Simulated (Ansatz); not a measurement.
# Two Ansatz runs on Re

The cell is a database entry far from equilibrium at this level of theory, probably a faulty or high-pressure entry; it serves as a test geometry alone. The listed cell was then made from it by scaling, straining or moving an atom.

First run: DFT, PBEsol, all-electron LAPW, scalar-relativistic (Ansatz 0.2.0).

Command: `ansatz run input.yaml --threads 1 --pin off --max-ram 2048MiB --backend cpu --events-out ev --progress --plain --runs-dir out` The run took 110 s on 1 thread of Arm Neoverse V2, with other jobs on the host, peak memory 1.1 GiB.

```yaml
crystal:
  lattice:
    - [2.5677224212, 0.0, 0.0]
    - [-1.2838612106, 2.2237128466, 0.0]
    - [0.0, 0.0, 4.1057498614]
  atoms:
    - { symbol: Re, position: [0.3333333333, 0.6666666667, 0.25] }
    - { symbol: Re, position: [0.6666666667, 0.3333333333, 0.75] }
kpoints:
  mp_grid: { grid: [18, 18, 10] }
scf:
  occupations: { method: fermi_dirac, width: 0.05 }
hamiltonian:
  xc: pbesol
  pseudopotentials: { kind: all_electron, lapw: { basis_error: 0.00025 } }
output:
  forces: true
  stress: true
  eigenvalues: true
```

Result: converged; pressure 134.0 GPa; no gap on the k mesh; 8 SCF iterations.

No spin–orbit coupling, which matters for the heavy atoms here.

The input is then changed:

```diff
@@ -10,5 +10,6 @@
   mp_grid: { grid: [18, 18, 10] }
 scf:
-  occupations: { method: fermi_dirac, width: 0.05 }
+  occupations: { method: gaussian, width: 0.025 }
+  n_extra_bands: 32
 hamiltonian:
   xc: pbesol
```

(1) Predict the outcome of the changed run.

Answers

(1) It converged; energy at zero smearing 0.0 meV/atom from the first run; pressure 134.0 GPa; no gap on the k mesh; 8 SCF iterations.
